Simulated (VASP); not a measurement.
# SiC (Moissanite 3C) (F-43m) in VASP: further runs

One crystal, SiC (Moissanite 3C), is run at these levels: PBE, HSE06; tasks: single point, relaxation of cell and atoms.

All numbers are computed with VASP 6.6.1; they aren't measurements. Logs are shortened: lines on timing, memory, paths and dates and some standing lists are left out, and cuts for length are marked.

**What was measured.**

“Insight into the structural, elastic and electronic properties of a new orthorhombic 6O-SiC polytype”, 2020, pmc:7200658 quotes, for a bulk crystal of SiC: band gap 2.4 eV (indirect).

The results are compared with them further down.

### 1 The structure

It takes space group F-43m (No. 216, cubic). Conventional cell: a = 4.358 Å, b = 4.358 Å, c = 4.358 Å, α = 90.00°, β = 90.00°, γ = 90.00°. Si (site symmetry -43m) is surrounded by 4 C at 1.89 Å. C (site symmetry -43m) is surrounded by 4 Si at 1.89 Å.

### 2 Single point, PBE

INCAR reads:

```
PREC = Accurate
ENCUT = 520
EDIFF = 1E-6
ISMEAR = 0
SIGMA = 0.017
LREAL = F
LASPH = T
NELM = 60
ALGO = Normal
ISIF = 2
LWAVE = F
LCHARG = F
GGA = PE
NBANDS = 11
```

KPOINTS reads:

```
regular mesh
0
Gamma
  10 10 10
```

POSCAR reads:

```
SiC
1.0
    0.0000000000      2.1790000000      2.1790000000
    2.1790000000      0.0000000000      2.1790000000
    2.1790000000      2.1790000000      0.0000000000
Si C
1 1
Direct
    0.0000000000      0.0000000000      0.0000000000
    0.7500000000      0.7500000000      0.7500000000
```

Potentials or basis: VASP PAW PBE potentials, release 64 (Si, C).

Run with:

```sh
> cat potpaw_PBE.64/Si/POTCAR potpaw_PBE.64/C/POTCAR > POTCAR
> mpirun -np 1 vasp_std > vasp.out
```

OUTCAR:

```text
PREC = Accurate
   ENCUT = 520
   EDIFF = 1E-6
   ISMEAR = 0
   LREAL = F
   LASPH = T
   NELM = 60
   ISIF = 2
   GGA = PE

 ion  position               nearest neighbor table
   1  0.000  0.000  0.000-   2 1.89   2 1.89   2 1.89   2 1.89
   2  0.750  0.750  0.750-   1 1.89   1 1.89   1 1.89   1 1.89

  LATTYP: Found a face centered cubic cell.
 ALAT       =     4.3580000000

  Lattice vectors:

 A1 = (   0.0000000000,   2.1790000000,   2.1790000000)
 A2 = (   2.1790000000,   0.0000000000,   2.1790000000)
 A3 = (   2.1790000000,   2.1790000000,   0.0000000000)

Analysis of symmetry for initial positions (statically):
=====================================================================
 Subroutine PRICEL returns:
 Original cell was already a primitive cell.

 Routine SETGRP: Setting up the symmetry group for a
 face centered cubic supercell.

 Subroutine GETGRP returns: Found 24 space group operations
 (whereof 24 operations were pure point group operations)
 out of a pool of 48 trial point group operations.

The static configuration has the point symmetry T_d .

Analysis of symmetry for dynamics (positions and initial velocities):
=====================================================================
 Subroutine PRICEL returns:
 Original cell was already a primitive cell.

 Routine SETGRP: Setting up the symmetry group for a
 face centered cubic supercell.

 Subroutine GETGRP returns: Found 24 space group operations
 (whereof 24 operations were pure point group operations)
 out of a pool of 48 trial point group operations.

The dynamic configuration has the point symmetry T_d .

 Subroutine INISYM returns: Found 24 space group operations
 (whereof 24 operations are pure point group operations),
 and found     1 'primitive' translations

----------------------------------------------------------------------------------------

                                     Primitive cell

  volume of cell :      20.6920

  direct lattice vectors                    reciprocal lattice vectors
     0.000000000  2.179000000  2.179000000    -0.229463056  0.229463056  0.229463056
     2.179000000  0.000000000  2.179000000     0.229463056 -0.229463056  0.229463056
     2.179000000  2.179000000  0.000000000     0.229463056  0.229463056 -0.229463056

  length of vectors
     3.081571352  3.081571352  3.081571352     0.397441672  0.397441672  0.397441672

  position of ions in fractional coordinates (direct lattice)
     0.000000000  0.000000000  0.000000000
     0.750000000  0.750000000  0.750000000

  ion indices of the primitive-cell ions
   primitive index   ion index
                 1           1
                 2           2

----------------------------------------------------------------------------------------

 KPOINTS: regular mesh

Automatic generation of k-mesh.
 Grid dimensions read from file:
 generate k-points for:   10   10   10

 Generating k-lattice:

  Cartesian coordinates                     Fractional coordinates (reciprocal lattice)
    -0.022946306  0.022946306  0.022946306     0.100000000  0.000000000  0.000000000
     0.022946306 -0.022946306  0.022946306     0.000000000  0.100000000  0.000000000
     0.022946306  0.022946306 -0.022946306     0.000000000  0.000000000  0.100000000

  Length of vectors
     0.039744167  0.039744167  0.039744167

  Shift w.r.t. Gamma in fractional coordinates (k-lattice)
     0.000000000  0.000000000  0.000000000

 Subroutine IBZKPT returns following result:
 ===========================================

 Found     47 irreducible k-points:

 Following reciprocal coordinates:
            Coordinates               Weight
  0.000000  0.000000  0.000000      1.000000
  0.100000  0.000000  0.000000      8.000000
  0.200000  0.000000  0.000000      8.000000
  0.300000  0.000000  0.000000      8.000000
  0.400000  0.000000  0.000000      8.000000
  0.500000  0.000000  0.000000      4.000000
[... 16 lines left out ...]
  0.300000  0.300000  0.000000      6.000000
  0.400000  0.300000  0.000000     24.000000
 [... further k-points ...]
   k-points           NKPTS =     47   k-points in BZ     NKDIM =     47   number of bands    NBANDS=     11
   number of dos      NEDOS =    301   number of ions     NIONS =      2
   total plane-waves  NPLWV =  13824
   dimension x,y,z NGX =    24 NGY =   24 NGZ =   24
   dimension x,y,z NGXF=    48 NGYF=   48 NGZF=   48
   ions per type =               1   1
   NGX,Y,Z   is equivalent  to a cutoff of  12.95, 12.95, 12.95 a.u.
   NGXF,Y,Z  is equivalent  to a cutoff of  25.90, 25.90, 25.90 a.u.
 SYSTEM =  unknown system
   PREC   = accura    normal or accurate (medium, high low for compatibility)
   ISTART =      0    job   : 0-new  1-cont  2-samecut
   ICHARG =      2    charge: 1-file 2-atom 10-const
   ISPIN  =      1    spin polarized calculation?
   LNONCOLLINEAR =      F non collinear calculations
   LSORBIT =      F    spin-orbit coupling
   LASPH  =      T    aspherical Exc in radial PAW
   ENCUT  =  520.0 eV  38.22 Ry    6.18 a.u.   5.73  5.73  5.73*2*pi/ulx,y,z
   NELM   =     60;   NELMIN=  2; NELMDL= -5     # of ELM steps
   EDIFF  = 0.1E-05   stopping-criterion for ELM
   LREAL  =      F    real-space projection
   EDIFFG = 0.1E-04   stopping-criterion for IOM
   NSW    =      0    number of steps for IOM
   IBRION =     -1    ionic relax: 0-MD 1-quasi-New 2-CG
   NFREE  =      0    steps in history (QN), initial steepest desc. (CG)
   ISIF   =      2    stress and relaxation
   ISYM   =      2    0-nonsym 1-usesym 2-fastsym
   POTIM  = 0.5000    time-step for ionic-motion
   TEBEG  =    0.0;   TEEND  =   0.0 temperature during run
   PSTRESS=    0.0 pullay stress
   NELECT =       8.0000    total number of electrons
   NUPDOWN=      -1.0000    fix difference up-down
   EMIN   =  10.00;   EMAX   =-10.00  energy-range for DOS
   EFERMI =   0.00;   METHOD = LEGACY
   ISMEAR =     0;   SIGMA  =   0.02  broadening in eV -4-tet -1-fermi 0-gaus
   EFERMI_NEDOS =   21; number of points for ismear=-14 and -15
   IALGO  =     38    algorithm
   IMIX   =      4    mixing-type and parameters
     AMIX     =   0.40;   BMIX     =  1.00
     AMIX_MAG =   1.60;   BMIX_MAG =  1.00
  volume/ion in A,a.u.               =      10.35        69.82
  Fermi-wavevector in a.u.,A,eV,Ry     =   1.192626  2.253736 19.352338  1.422357
  Thomas-Fermi vector in A             =   2.328660
   LORBIT       =      0    0 simple, 1 ext, 2 COOP (PROOUT), +10 PAW based schemes
   GGA     = PE    functional components
   LHFCALC =     F    Hartree Fock is set to
   AEXX    =    0.0000 exact exchange contribution
   IVDW    =     0    specifies the selected vdW correction
   LEPSILON=     F    determine dielectric tensor
   LRPA    =     F    only Hartree local field effects (RPA)
 non-spin polarized calculation
 Gauss-broadening in eV      SIGMA  =   0.02
  energy-cutoff  :      520.00
  volume of cell :       20.69
 maximum number of plane-waves:       568
   NGX = 11   NGY = 11   NGZ = 11

 number of electron       8.0000001 magnetization

 Free energy of the ion-electron system (eV)
  ---------------------------------------------------
  ext. energy  EPLUGINS =         0.00000000
  ---------------------------------------------------
  free energy    TOTEN  =       -15.05771943 eV

  energy without entropy =      -15.05771943  energy(sigma->0) =      -15.05771943

 E-fermi :   8.2896     XC(G=0): -11.3563

 val. band max:        8.1069799237   @ k =   0.0000   0.0000   0.0000
 cond. band min:       9.4638051005   @ k =   0.5000   0.5000   0.0000
 fundamental gap:      1.3568251768
 Fermi energy:         8.2896147508

 k-point     1 :       0.0000    0.0000    0.0000
  band No.  band energies     occupation
      1      -7.2963      2.00000
      2       8.1070      2.00000
      3       8.1070      2.00000
      4       8.1070      2.00000
      5      14.3408      0.00000
      6      15.4143      0.00000
      7      15.4143      0.00000
      8      15.4143      0.00000
      9      22.6135      0.00000
     10      22.6135      0.00000
     11      24.5874      0.00000

 k-point     2 :       0.1000    0.0000    0.0000
  band No.  band energies     occupation
      1      -7.1010      2.00000
      2       7.0986      2.00000
      3       7.9733      2.00000
      4       7.9733      2.00000
      5      14.6020      0.00000
      6      15.6576      0.00000
      7      15.6576      0.00000
      8      15.6889      0.00000
      9      21.6672      0.00000
     10      21.6672      0.00000
     11      24.3907      0.00000

 k-point     3 :       0.2000    0.0000    0.0000
  band No.  band energies     occupation
      1      -6.5236      2.00000
      2       4.9795      2.00000
      3       7.6666      2.00000
      4       7.6666      2.00000
      5      14.3119      0.00000
      6      16.0169      0.00000
      7      16.0169      0.00000
      8      16.8901      0.00000
      9      21.0035      0.00000
     10      21.0035      0.00000
     11      23.5026      0.00000

 k-point     4 :       0.3000    0.0000    0.0000
  band No.  band energies     occupation
      1      -5.5998      2.00000
      2       2.6675      2.00000
      3       7.3506      2.00000
      4       7.3506      2.00000
      5      13.9027      0.00000
      6      15.8792      0.00000
      7      15.8792      0.00000
      8      17.8630      0.00000
      9      21.8246      0.00000
     10      21.8246      0.00000
     11      23.2385      0.00000
[... 239 lines left out ...]
 k-point    22 :      -0.2000    0.2000    0.0000
  band No.  band energies     occupation
      1      -5.2899      2.00000
      2       3.3070      2.00000
      3       4.8905      2.00000
      4       7.4598      2.00000
      5      14.6693      0.00000
      6      16.1136      0.00000
      7      16.4854      0.00000
      8      17.2674      0.00000
      9      19.6347      0.00000
     10      23.5314      0.00000
     11      27.2644      0.00000

 k-point    23 :       0.3000    0.3000    0.0000
  band No.  band energies     occupation
      1      -5.0240      2.00000
      2       3.7491      2.00000
      3       5.7448      2.00000
      4       5.7448      2.00000
      5      11.2751      0.00000
      6      13.7201      0.00000
      7      19.6413      0.00000
      8      19.6413      0.00000
      9      20.5206      0.00000
     10      25.1981      0.00000
     11      29.7896      0.00000

 k-point    24 :       0.4000    0.3000    0.0000
  band No.  band energies     occupation
      1      -4.1553      2.00000
      2       2.5270      2.00000
      3       4.9559      2.00000
      4       5.4825      2.00000
      5      10.9767      0.00000
      6      13.7315      0.00000
      7      19.7291      0.00000
      8      20.0393      0.00000
      9      21.8759      0.00000
     10      26.1840      0.00000
     11      29.3669      0.00000

 [... further k-points ...]

------------------------ aborting loop because EDIFF is reached ----------------------------------------

  FORCE on cell =-STRESS in cart. coord.  units (eV):
  Direction    XX          YY          ZZ          XY          YZ          ZX
  --------------------------------------------------------------------------------------
  -------------------------------------------------------------------------------------
  Total        0.4149903      0.4149903      0.4149903     -0.0000000      0.0000000     -0.0000000
  in kB       32.1326722     32.1326722     32.1326722     -0.0000000      0.0000000     -0.0000000
  external PRESSURE =      32.1326722 kB  Pullay stress =       0.0000000 kB

 VOLUME and BASIS-vectors are now :
 -----------------------------------------------------------------------------
  energy-cutoff  :      520.00
  volume of cell :       20.69
      direct lattice vectors                 reciprocal lattice vectors
     0.000000000  2.179000000  2.179000000    -0.229463056  0.229463056  0.229463056
     2.179000000  0.000000000  2.179000000     0.229463056 -0.229463056  0.229463056
     2.179000000  2.179000000  0.000000000     0.229463056  0.229463056 -0.229463056

 POSITION                                       TOTAL-FORCE (eV/Angst)
 -----------------------------------------------------------------------------------
      0.00000      0.00000      0.00000        -0.000000     -0.000000     -0.000000
      3.26850      3.26850      3.26850         0.000000      0.000000      0.000000
 -----------------------------------------------------------------------------------
    total drift:                               -0.000000     -0.000000     -0.000000

  FREE ENERGIE OF THE ION-ELECTRON SYSTEM (eV)
  ---------------------------------------------------
  free  energy   TOTEN  =       -15.0577194287 eV

  energy  without entropy=      -15.0577194287  energy(sigma->0) =      -15.05771943
```

It took 14 s on 1 thread of Intel Xeon Platinum 8375C at 2.90GHz (Ice Lake), shared host; peak memory 0.13 GiB.

What came out:

| Property | Result |
| --- | --- |
| Free energy | -15.0577 eV |
| Pressure | 3.2 GPa |
| Band gap on the k mesh | 1.36 eV, indirect (least direct gap 4.54 eV) |

### 3 Relaxation of cell and atoms, HSE06

POSCAR is that of step 2.

INCAR.step1 reads:

```
SYSTEM = SiC
  ALGO = Normal
  EDIFF = 1E-5
  ENCUT = 600
  GGA = PE
  ISMEAR = -1
  LASPH = .TRUE.
  LCHARG = .FALSE.
  LREAL = .FALSE.
  LWAVE = .TRUE.
  NELM = 100
  PREC = Accurate
  SIGMA = 0.05
```

INCAR.step2 reads:

```
SYSTEM = SiC
  ALGO = Normal
  EDIFF = 1E-6
  EDIFFG = -0.01
  ENCUT = 600
  GGA = PE
  HFSCREEN = 0.2
  IBRION = 2
  ISIF = 3
  ISMEAR = -1
  ISTART = 1
  LASPH = .TRUE.
  LCHARG = .FALSE.
  LHFCALC = .TRUE.
  LREAL = .FALSE.
  LWAVE = .FALSE.
  NELM = 100
  NSW = 40
  PREC = Accurate
  PRECFOCK = Fast
  SIGMA = 0.05
```

KPOINTS reads:

```
k-points
0
G
  5 5 5
  0 0 0
```

Potentials or basis: VASP PAW PBE potentials, release 64 (Si, C).

Run with:

```sh
> cat potpaw_PBE.64/Si/POTCAR potpaw_PBE.64/C/POTCAR > POTCAR
> cp INCAR.step1 INCAR
> mpirun -np 1 vasp_std > vasp.out
> cp INCAR.step2 INCAR
> mpirun -np 1 vasp_std > vasp.out
```

Run time: 2.9 min. Hardware: 1 thread of Intel Xeon Platinum 8375C at 2.90GHz (Ice Lake), shared host; peak memory 0.25 GiB.

Results (log left out):

```yaml
Free_energy: -17.4337 eV
Relaxed_volume: 10.26 Å³/atom
Relaxed_cell: a = 3.073 Å, b = 3.073 Å, c = 3.073 Å, α = 60.00°, β = 60.00°, γ = 60.00°
Space_group_after_relaxing_to_0.05_Å: F-43m (No. 216)
Energy_gained_by_relaxing: 0.5 meV/atom
Ionic_steps: 3
Pressure_after_relaxing: 0.0 GPa
Band_gap_on_the_k_mesh: 2.76 eV, indirect (least direct gap 6.04 eV)
```

The path:
```tsv
step	energy change (eV)	largest force (eV/Å)	pressure (GPa)	volume (Å³)
1	0.0000	0.0000	-1.87	20.69
2	0.0003	0.0000	2.21	20.33
3	-0.0010	0.0000	0.01	20.52
```

Final structure:
```xyz
2
Lattice="0.0000 2.1731 2.1731 2.1731 0.0000 2.1731 2.1731 2.1731 0.0000" Properties=species:S:1:pos:R:3 pbc="T T T"
Si    0.0000    0.0000    0.0000
C     3.2597    3.2597    3.2597
```

Levels at points of the mesh, in eV from the valence-band top:
| k point | band 1 | band 2 | band 3 | band 4 | band 5 | band 6 | band 7 | band 8 |
| --- | --- | --- | --- | --- | --- | --- | --- | --- |
| (0.00, 0.00, 0.00) | -17.06 | 0.00 | 0.00 | 0.00 | 7.67 | 8.67 | 8.67 | 8.67 |

Caveat: the k mesh is coarse (spacing up to 0.50 Å⁻¹), so the values aren't converged, least of all with exact exchange; the PAW data sets were made with another functional, which shifts forces and pressure a little; an odd mesh through Γ misses points on the zone boundary, where band edges often lie.

[end of part 1 of 2]
